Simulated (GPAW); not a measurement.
Wanted: an ASE script for a GPAW 26.7.0 run.

| Item | Value |
| --- | --- |
| Task | band structure |
| Functional | C09-vdW |
| Potentials or basis | GPAW PAW data sets (gpaw-data 1.2.1) |
| Cutoff | 600 eV |
| Basis | pw |
| k mesh | 7 × 7 × 4 |
| Occupations | fermi-dirac, width 0.05 eV |
| Spin | no spin polarisation |
| Maxiter | 150 |
| Band path | GMKGALHA,LM,KH |
| Band points | 100 |

Crystal: Ti.

```
CELL_PARAMETERS angstrom
2.95000 0.00000 0.00000
-1.47500 2.55477 0.00000
0.00000 0.00000 4.68000
ATOMIC_POSITIONS crystal
Ti 0.66667 0.33333 0.75000
Ti 0.33333 0.66667 0.25000
```

These files were run (other wordings do the same):

run.py

```python
from ase import Atoms
from ase.dft.bandgap import bandgap
from ase.io import write
from gpaw import GPAW, PW

atoms = Atoms(['Ti', 'Ti'],
              cell=[[2.95, 0.0, 0.0],
                    [-1.475, 2.5547749412, 0.0],
                    [0.0, 0.0, 4.68]],
              scaled_positions=[[0.6666666667, 0.3333333333, 0.75],
                                [0.3333333333, 0.6666666667, 0.25]],
              pbc=True)

calc = GPAW(mode=PW(600),
            xc={'name': 'C09-vdW', 'backend': 'libvdwxc'},
            kpts={'size': (7, 7, 4), 'gamma': True},
            occupations={'name': 'fermi-dirac', 'width': 0.05},
            nbands=24,
            convergence={'density': 1e-05, 'energy': 1e-05},
            maxiter=150,
            txt='gpaw.txt')
atoms.calc = calc
energy = atoms.get_potential_energy()
forces = atoms.get_forces()
calc.write('gs.gpw')
write('result.traj', atoms)
print(f'Energy: {energy:.6f} eV')
print('Forces (eV/A):')
print(forces.round(4))
print('Fermi level:', round(calc.get_fermi_level(), 4), 'eV')
print(f'Gap: {bandgap(calc)[0]:.4f} eV, direct: {bandgap(calc, direct=True)[0]:.4f} eV')

path = atoms.cell.bandpath('GMKGALHA,LM,KH', npoints=100, eps=1e-4)
bs_calc = calc.fixed_density(kpts=path, symmetry='off', nbands=35,
                             convergence={'bands': 'CBM+6.0', 'eigenstates': 1e-6}, txt='bands.txt')
bs = bs_calc.band_structure()
bs.write('bs.json')
print(f'Gap on the path: {bandgap(bs_calc)[0]:.4f} eV')
```

Potentials or basis: GPAW PAW data sets (gpaw-data 1.2.1), pw.

The run is started by

```sh
$ OMP_NUM_THREADS=1 python run.py
```

It gave:

```json
{
 "Band gap along the path": "none (metal or under the smearing width)"
}
```

Caveat: the PAW data sets were made with another functional, which shifts forces and pressure a little.

Wall time 39 s on 1 thread of AMD EPYC 7R43 64-Core Processor (Zen 3), on a shared host, peak memory 0.28 GiB.
